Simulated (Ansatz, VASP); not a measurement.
## LiH in VASP and in Ansatz

```
Li H
1.0
     0.00000    2.03675    2.03675
     2.03675    0.00000    2.03675
     2.03675    2.03675    0.00000
Li H
1 1
Direct
  0.00000 0.00000 0.00000
  0.50000 0.50000 0.50000
```

Alike in both runs: functional PBEsol; k mesh 6 × 6 × 6; occupations fermi-dirac, width 0.05 eV; no spin polarisation.

|  | VASP | Ansatz |
| --- | --- | --- |
| version | VASP 6.6.1 | Ansatz 0.2.0 |
| potentials or method | VASP PAW PBE potentials, release 64 (Li_sv, H) | Ansatz PAW |
| plane-wave cutoff (eV) | 520 | 420 |
| valence electrons in the cell | 4 | 4 |
| task | single point | projected density of states |

```csv
,VASP,Ansatz,Ansatz less VASP
gap on the k mesh at the Fermi level (eV),2.78,2.78,+0.001
least direct gap on the mesh (eV),2.78,2.78,+0.001
```

The functional is the same, so the differences come from potentials, cutoffs and numerics.

Caveats: the k mesh is coarse (spacing up to 0.45 Å⁻¹), so the values aren't converged; the density of states is complete only up to the lowest level of the last band computed (Ansatz). A k mesh can miss the band edges.
